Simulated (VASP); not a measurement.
# A VASP 6.6.1 single-point calculation on SnO

INCAR

```
PREC = Accurate
ISIF = 2
NSW = 0
IBRION = -1
NELM = 120
EDIFF = 1E-7
ALGO = Normal
LASPH = .TRUE.
ENCUT = 800
METAGGA = R2SCAN
ISMEAR = 2
ISYM = 1
LWAVE = .FALSE.
LCHARG = .FALSE.
SIGMA = 0.2
LREAL = .FALSE.
NBANDS = 17
```

KPOINTS

```
KPOINTS created by Atomic Simulation Environment
0
Gamma
8 8 8
0 0 0
```

POSCAR

```
Sn O
 1.0000000000000000
     3.0515798887000001    0.0000000000000000    0.0000000000000000
     0.0000000000000000    3.0515798887000001    0.0000000000000000
     0.0000000000000000    0.0000000000000000    3.0515798887000001
 Sn  O
   1   1
Cartesian
  0.0000000000000000  0.0000000000000000  0.0000000000000000
  1.5257899443500000  1.5257899443500000  1.5257899443500000
```

The recommended PBE PAW datasets give the neutral cell 20 valence electrons.

Command

```
mpirun -np 1 vasp_std
```

Task: Predict the outcome of this run.

Result: It converged. Results: gap between bands v and c on the k mesh -0.17 eV (bands overlap: a metal); least direct gap on the k mesh 0.09 eV; pressure 6.5 GPa. Band v is the last that the valence electrons fill when counted band by band, and c is the next.

OSZICAR

```
N       E                     dE             d eps       ncg     rms          rms(c)
DAV:   1     0.156449605564E+03    0.15645E+03   -0.13614E+04  1216   0.247E+03
DAV:   2    -0.212480792746E+02   -0.17770E+03   -0.16813E+03  1358   0.500E+02
DAV:   3    -0.374729873098E+02   -0.16225E+02   -0.16088E+02  1311   0.121E+02
DAV:   4    -0.378444333033E+02   -0.37145E+00   -0.37116E+00  1351   0.188E+01
DAV:   5    -0.378533692784E+02   -0.89360E-02   -0.89354E-02  1556   0.282E+00    0.739E+00
DAV:   6    -0.314938813165E+02    0.63595E+01   -0.63459E+00  1556   0.430E+01    0.306E+00
DAV:   7    -0.315630491312E+02   -0.69168E-01   -0.62791E-01  1306   0.618E+00    0.142E+00
DAV:   8    -0.315599508958E+02    0.30982E-02   -0.95799E-02  1327   0.352E+00    0.326E-01
DAV:   9    -0.315592641388E+02    0.68676E-03   -0.84663E-03  1633   0.842E-01    0.101E-01
DAV:  10    -0.315598807395E+02   -0.61660E-03   -0.18141E-03  1358   0.349E-01    0.871E-02
DAV:  11    -0.315597792131E+02    0.10153E-03   -0.22886E-04  1395   0.111E-01    0.353E-02
DAV:  12    -0.315597784754E+02    0.73766E-06   -0.33958E-05  1316   0.583E-02    0.185E-02
DAV:  13    -0.315597789949E+02   -0.51945E-06   -0.62366E-06  1441   0.319E-02    0.656E-03
DAV:  14    -0.315597785333E+02    0.46151E-06   -0.12208E-06  1353   0.976E-03    0.125E-03
DAV:  15    -0.315597785078E+02    0.25560E-07   -0.16862E-07  1239   0.440E-03
   1 F= -.31559779E+02 E0= -.31559496E+02  d E =-.113069E-02
```

For comparison, a separate r²SCAN run of the intended cell, on usual settings and not on those above, gives a gap of -0.18 eV on its mesh and a pressure of 6.4 GPa.
